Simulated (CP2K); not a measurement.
Runs of CP2K 2026.2 on Zr. It takes space group P6_3/mmc (No. 194, hexagonal). The conventional cell has a = 3.232 Å, b = 3.232 Å, c = 5.147 Å, α = 90.00°, β = 90.00°, γ = 120.00°. Zr (site symmetry -6m2) is surrounded by 12 Zr at 3.18 to 3.23 Å. 

```csv
level,gap on the mesh (eV),pressure (GPa)
revPBE,none,2.7
LDA,none,-4.9
BLYP,none,(b)
RPBE,none,(a)
PBEsol,none,-2.4
```

Alike in all rows: task single point; potentials or basis POTENTIAL_UZH Zr GTH-PBE-q12; TZVP-MOLOPT-PBE-GTH basis; no spin polarisation; cell as given; k mesh 9 × 9 × 5; smearing fermi-dirac 0.05 eV.

Q: Estimate the missing entries.

A: (a) 3.3; (b) 4.2.

Caveats: the potentials were made for another functional, which shifts forces and pressure; the basis of atomic orbitals isn't converged, which shifts pressures, moduli and gaps.

A k mesh can miss the band edges, and the runs leave out spin-orbit coupling on Zr.

A gap of «none» marks a metal or a gap under the smearing width.

Runs at the PBE level aren't shown here.
